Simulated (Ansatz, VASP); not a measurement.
## One calculation of Li, two programs

Contents of INCAR:

```
PREC = Accurate ; ENCUT = 520
EDIFF = 1E-7 ; ISMEAR = -1
SIGMA = 0.01 ; LREAL = False
LASPH = True ; NELM = 150
ALGO = Normal ; ISIF = 2
LWAVE = False ; LCHARG = True
ISPIN = 2 ; MAGMOM = 0.04
LORBIT = 11 ; LELF = True
LVHAR = True ; NBANDS = 12
```

KPOINTS

```
regular mesh
0
Gamma
  9 9 9
```

The input POSCAR:

```
Li
1.0
    3.1140980000      0.0000000000      0.0000000000
    1.5570490000      2.6968879779      0.0000000000
    1.5570490000      0.8989626593      2.5426503697
Li
1
Direct
    0.0000000000      0.0000000000      0.0000000000
```

Input for Ansatz:

```yaml
crystal:
  lattice:
    - [3.114098, 0.0, 0.0]
    - [1.5570490000000003, 2.6968879778743124, 0.0]
    - [1.5570490000000003, 0.8989626592914377, 2.5426503696738694]
  atoms:
    - { symbol: Li, position: [0.0, 0.0, 0.0] }
basis:
  ecutwfc: 530.622031796766
kpoints:
  mp_grid:
    grid: [9, 9, 9]
    shift: [0.0, 0.0, 0.0]
hamiltonian:
  xc: lda
magnetization:
  spin_polarized: true
scf:
  n_extra_bands: 12
  occupations:
    method: fermi_dirac
    width: 0.01
```

This isn't the form of Li at room conditions, which is bcc.

Alike in both runs: task single point; functional LDA; k mesh 9 × 9 × 9; occupations fermi-dirac, width 0.01 eV; collinear spin.

|  | VASP | Ansatz |
| --- | --- | --- |
| version | VASP 6.6.1 | Ansatz 0.2.0 |
| potentials or method | VASP PAW LDA potentials, release 64 (Li_sv) | plane waves, PAW |
| plane-wave cutoff (eV) | 520 | 531 |
| valence electrons in the cell | 3 | 3 |

|  | VASP | Ansatz | Ansatz less VASP |
| --- | --- | --- | --- |
| gap on the k mesh at the Fermi level (eV) | none | none | - |
| net moment per atom (μB) | 0.07 | 0.07 | 0.000 |
| size of the moment on the site where the two differ most (μB) | 0.01 | 0.04 | +0.030 |

Site moments also hang on the region over which each program counts them. A gap of «none» marks a metal or a gap that the smearing closes. Ansatz warned: «negative_dielectric_reading».
